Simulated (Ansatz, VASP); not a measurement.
**Two plane-wave programs on MgO**

```
Mg O
1.0
     3.06729    0.05876    0.00135
    -1.48276    2.68575    0.00133
     0.00123    0.00212    2.77821
Mg O
1 1
Direct
  0.02948 0.97052 0.00000
  0.30386 0.69614 0.50000
```

Alike in both runs: task single point; functional PBE; k mesh 12 × 12 × 10; occupations gaussian, width 0.02 eV; no spin polarisation.

```csv
,VASP,Ansatz
version,VASP 6.6.1,Ansatz 0.2.0
potentials or method,"VASP PAW PBE potentials, release 64 (Mg, O)","scalar-relativistic, plane waves, PAW"
plane-wave cutoff (eV),520,420
valence electrons in the cell,8,16
```

|  | VASP | Ansatz | Ansatz less VASP |
| --- | --- | --- | --- |
| gap on the k mesh at the Fermi level (eV) | 1.98 | 2.00 | +0.023 |
| least direct gap on the mesh (eV) | 2.39 | 2.41 | +0.021 |
| pressure (GPa) | -8.7 | -8.2 | +0.50 |
| largest component of the traceless stress (GPa) | 3.53 | 3.52 | -0.017 |
| rms of the force components (eV/Å) | 0.547 | 0.539 | -0.0082 |

Atom by atom the forces differ by 0.008 eV/Å (rms over components). The functional is the same, so the differences come from potentials, cutoffs and numerics. The two sets of potentials don't hold the same shells in valence. Ansatz warned: «near_symmetry_operations_not_taken».

A k mesh can miss the band edges.
